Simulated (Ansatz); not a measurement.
# BeTe: relaxed-ion elastic tensor

Method: Ansatz 0.2.0, DFT PBE, scalar-relativistic, plane waves, PAW. Cutoff 420 eV, 8×8×8 k-points (Γ-centred), fixed occupations. No spin polarisation.

Relaxed structure:
```
Be Te
1.0
     0.00000    2.83196    2.83196
     2.83196    0.00000    2.83196
     2.83196    2.83196    0.00000
Be Te
1 1
Cartesian
  4.2479 4.2479 4.2479
  0.0000 0.0000 0.0000
```

It comes from a database structure that was distorted and then relaxed. Spin–orbit coupling is left out, which matters for heavy elements.

**Question.** Give the relaxed-ion elastic constants (GPa, Voigt order xx yy zz yz xz xy, on the Cartesian axes of the cell above).

**Answer.**
C11 = 96.5, C12 = 36.4, C13 = 36.4, C22 = 96.5, C23 = 36.4, C33 = 96.5, C44 = 49.4, C55 = 49.4, C66 = 49.4 GPa; the others vanish.

**Question.** Is the crystal stable against homogeneous strain?

**Answer.** Yes: the least eigenvalue of the tensor is 49.4 GPa.

**Question.** And the moduli of a polycrystal (Hill averages)?

**Answer.** B = 56 GPa, G = 40 GPa, E = 98 GPa, ν = 0.21.
